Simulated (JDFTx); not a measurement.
Runs of JDFTx 1.7.0 (patched build) on BN. It takes space group F-43m (No. 216, cubic). The conventional cell has a = 3.626 Å, b = 3.626 Å, c = 3.626 Å, α = 90.00°, β = 90.00°, γ = 90.00°. N (site symmetry -43m) is surrounded by 4 B at 1.57 Å. B (site symmetry -43m) has 4 N at 1.57 Å as nearest neighbours. The cell is a database's computed one.

```csv
task,level,potentials or basis,cell,k mesh,cutoff (eV),max SCF steps,SCF threshold on the energy,solver of the electrons,further solve for the empty bands,band ratio of the Davidson solver,mesh quality,gap on the mesh (eV),pressure (GPa)
single point,HSE06,PseudoDojo-SR-PBE-0.5-standard,as given,5 × 5 × 5,980,100,1e-07 Ha,scf,yes,-,coarse,6.33,-8.3
relaxation of the atoms,PBEsol,PseudoDojo-SR-PBEsol-0.4.1-standard,atoms relaxed from: relaxed cell strained by 0.01 in Voigt component 1,13 × 13 × 13,1143,100,1e-10 Ha,scf,no,-,not flagged,(b),-3.8
relaxation of the atoms,PBEsol,PseudoDojo-SR-PBEsol-0.4.1-standard,atoms relaxed from: relaxed cell strained by -0.01 in Voigt component 4,13 × 13 × 13,1143,100,1e-10 Ha,scf,no,-,not flagged,(a),0.0
single point,PBEsol,PseudoDojo-SR-PBEsol-0.4.1-standard,as given,13 × 13 × 13,1143,100,1e-09 Ha,scf,yes,-,not flagged,4.41,-5.8
```

Alike in all rows: no spin polarisation; smearing fermi-dirac 0.05 eV.

Question: Fill in the values left out.

Answer: (a) 4.39; (b) 4.32.

Caveats: some runs use coarse meshes; an odd mesh through Γ misses points on the zone boundary, where band edges often lie; the cutoff is short for these files and lowers the pressure by up to 1 GPa (some runs); this program's HSE differs a little from the usual definition (some runs); the hybrid runs on potentials with a model core (some runs); the potentials were made for another functional, which shifts forces and pressure (some runs); the relaxation stopped at its first step, so nothing moved (some runs).

Runs at the PBE level aren't shown here.
